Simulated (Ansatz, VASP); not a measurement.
## One calculation of MgS, two programs

File INCAR:

```
PREC = Accurate
ENCUT = 520
EDIFF = 1E-7
ISMEAR = 0
SIGMA = 0.05
LREAL = F
LASPH = T
NELM = 100
ALGO = Normal
ISIF = 2
LWAVE = F
LCHARG = T
GGA = PE
LELF = T
LVHAR = T
NBANDS = 11
```

File KPOINTS:

```
regular mesh
0
Gamma
  8 8 8
```

POSCAR

```
MgS
1.0
    0.0000000000      2.6016500000      2.6016500000
    2.6016500000      0.0000000000      2.6016500000
    2.6016500000      2.6016500000      0.0000000000
Mg S
1 1
Direct
   -0.0849348948      0.0000000000      0.0000000000
    0.5000000000      0.5000000000      0.5000000000
```

Input for Ansatz:

```yaml
crystal:
  lattice:
    - [0.0, 2.60165, 2.60165]
    - [2.60165, 0.0, 2.60165]
    - [2.60165, 2.60165, 0.0]
  atoms:
    - { symbol: Mg, position: [-0.0849348948, 0.0, 0.0] }
    - { symbol: S, position: [0.5, 0.5, 0.5] }
basis:
  ecutwfc: 420
kpoints:
  mp_grid: { grid: [8, 8, 8] }
hamiltonian:
  xc: pbe
scf:
  occupations: { method: gaussian, width: 0.05 }
output:
  forces: true
  stress: true
  eigenvalues: true
```

Change from the starting cell: all Mg atoms moved +0.312 Å, as atom 1 towards its neighbour atom 1 (Mg) at 3.679 Å.

Alike in both runs: task single point; functional PBE; k mesh 8 × 8 × 8; occupations gaussian, width 0.05 eV; no spin polarisation.

|  | VASP | Ansatz |
| --- | --- | --- |
| version | VASP 6.6.1 | Ansatz 0.2.0 |
| potentials or method | VASP PAW PBE potentials, release 64 (Mg, S) | scalar-relativistic, plane waves, PAW |
| plane-wave cutoff (eV) | 520 | 420 |
| valence electrons in the cell | 8 | 16 |

```csv
,VASP,Ansatz,Ansatz less VASP
gap on the k mesh at the Fermi level (eV),2.80,2.82,+0.015
least direct gap on the mesh (eV),3.69,3.70,+0.013
pressure (GPa),4.1,4.4,+0.27
largest component of the traceless stress (GPa),3.99,3.98,-0.011
rms of the force components (eV/Å),0.578,0.578,-0.0004
```

Atom by atom the forces differ by 0.000 eV/Å (rms over components). With one functional, cell and mesh, what is left measures potentials, basis and numerics. The two sets of potentials don't hold the same shells in valence.

Caveats: forces of over 1 eV/Å show positions far from the minimum, so gaps and moduli don't describe the material at rest. A k mesh can miss the band edges.
